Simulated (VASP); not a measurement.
## Ru: relaxation of cell and atoms with PBE

The system is Ru.

```xyz
2
Lattice="2.7039 0.0000 0.0000 -1.3519 2.3416 0.0000 0.0000 0.0000 4.2817" Properties=species:S:1:pos:R:3 pbc="T T T"
Ru    0.0000    1.5611    1.0704
Ru    1.3519    0.7805    3.2113
```

```json
{"Program": "VASP 6.6.1", "Task": "relaxation of cell and atoms", "Functional": "PBE", "Potentials or basis": "VASP PAW PBE potentials, release 64 (Ru_pv)", "Cutoff": "600 eV", "k mesh": "18 × 18 × 10", "Occupations": "methfessel-paxton, width 0.1 eV", "Spin": "no spin polarisation", "Further INCAR settings": "ALGO = Fast; EDIFF = 1e-06; IBRION = 2; EDIFFG = -0.01; NSW = 80; ISIF = 3"}
```

```json
{
 "Relaxed volume": "13.75 Å³/atom",
 "Relaxed cell": "a = 2.719 Å, b = 2.719 Å, c = 4.297 Å, α = 90.00°, β = 90.00°, γ = 120.00°",
 "Space group after relaxing (to 0.05 Å)": "P6_3/mmc (No. 194)",
 "Energy gained by relaxing": "3.0 meV/atom",
 "Ionic steps": "6",
 "Pressure after relaxing": "0.0 GPa",
 "Band gap on the k mesh": "none (metal or under the smearing width)"
}
```

Step by step:
| step | energy change (eV) | largest force (eV/Å) | pressure (GPa) | volume (Å³) |
| --- | --- | --- | --- | --- |
| 1 | 0.0000 | 0.0000 | 4.79 | 27.11 |
| 2 | 0.0425 | 0.0000 | -12.15 | 28.73 |
| 3 | -0.0059 | 0.0000 | -0.04 | 27.52 |
| 4 | -0.0059 | 0.0000 | 0.03 | 27.51 |
| 5 | -0.0060 | 0.0000 | 0.06 | 27.51 |
| 6 | -0.0060 | 0.0000 | 0.03 | 27.51 |

Final structure:
```
CELL_PARAMETERS angstrom
2.71900 0.00000 0.00000
-1.35950 2.35472 0.00000
0.00000 0.00000 4.29677
ATOMIC_POSITIONS crystal
Ru 0.33333 0.66667 0.25000
Ru 0.66667 0.33333 0.75000
```

Levels at points of the mesh, in eV from the Fermi level:
```
           k point  band 12  band 13  band 14  band 15  band 16  band 17
(0.00, 0.00, 0.00)    -1.86    -1.86    -1.36    -1.36     1.17     1.17
(0.50, 0.00, 0.00)    -1.76    -1.47     1.40     1.81     1.89     4.00
(0.00, 0.00, 0.50)    -2.70    -2.65    -2.65     0.54     0.54     0.54
(0.50, 0.00, 0.50)    -1.03     0.45     0.45     1.65     1.65     3.36
```

Wall time 44 s on 4 MPI ranks on Intel(R) Xeon(R) 6975P-C (Granite Rapids), on a shared host, peak memory 0.24 GiB a rank.

PBE usually gives volumes a little too large and moduli too small. Zero-point motion and thermal expansion aren't in these numbers.
